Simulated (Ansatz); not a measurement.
The system is BaTiO3.

```
Ba Ti O
1.0
    -3.99980    0.00000    0.00000
     0.00000    0.00000   -4.01800
     0.00000   -7.99960    0.00000
Ba Ti O
2 2 6
Direct
  0.00144 0.02304 0.50759
  0.99856 0.97696 0.99241
  0.48033 0.56319 0.23580
  0.51967 0.47281 0.76420
  0.49380 0.96597 0.25815
  0.50620 0.00203 0.74185
  0.50761 0.49933 0.50744
  0.49239 0.47067 0.99256
  0.01522 0.48841 0.27113
  0.98478 0.48159 0.72887
```

- Program: Ansatz 0.2.0
- Task: relaxation of cell and atoms
- Functional: PBEsol
- Potentials or basis: Ansatz PAW
- Cutoff: 420 eV (not typed: the program's choice for these potentials)
- k mesh: 7 × 7 × 4
- Occupations: fermi-dirac, width 0.05 eV
- Spin: no spin polarisation
- Hubbard terms: Ti d U = 1 eV

At the start: volume 12.86 Å³/atom.

Question: Where does the relaxation end?

Answer: It ends after 10 steps and the volume is 12.68 Å³/atom (-1.4 %); space group R3m (No. 160, to 0.05 Å).

The path:
```
step  energy change (eV)  largest force (eV/Å)  volume (Å³)
   1              0.0000                6.6849       128.56
   2             -1.3773                2.6461       130.15
   3             -1.6302                0.3774       122.20
   4             -1.6800                0.2208       127.60
   5             -1.7150                0.0629       126.85
   6             -1.7226                0.0392       127.01
   7             -1.7236                0.0022       126.90
   8             -1.7180                0.0022       126.90
   9             -1.7183                0.0012       126.81
  10             -1.7180                0.0012       126.81
```

Final structure:
```
Ba Ti O
1.0
    -3.98721    0.00385   -0.00381
    -0.00382    0.00389   -3.98757
     0.00770   -7.97601    0.00775
Ba Ti O
2 2 6
Direct
  0.99442 0.98879 0.50283
  0.99443 0.98879 0.00282
  0.48464 0.47898 0.25775
  0.48464 0.47898 0.75776
  0.50513 0.00516 0.24742
  0.50512 0.00517 0.74742
  0.50510 0.49951 0.49458
  0.50510 0.49952 0.99458
  0.01072 0.49955 0.24741
  0.01071 0.49956 0.74741
```

Caveat: the plane-wave basis is chosen anew once the cell has moved, so the energies of steps on either side of that aren't comparable; the pressure holds a Pulay correction of +0.6 GPa for the finite cutoff; the PAW data sets come from PBE, with cores solved anew for the run's functional, which leaves a small shift of forces and pressure.
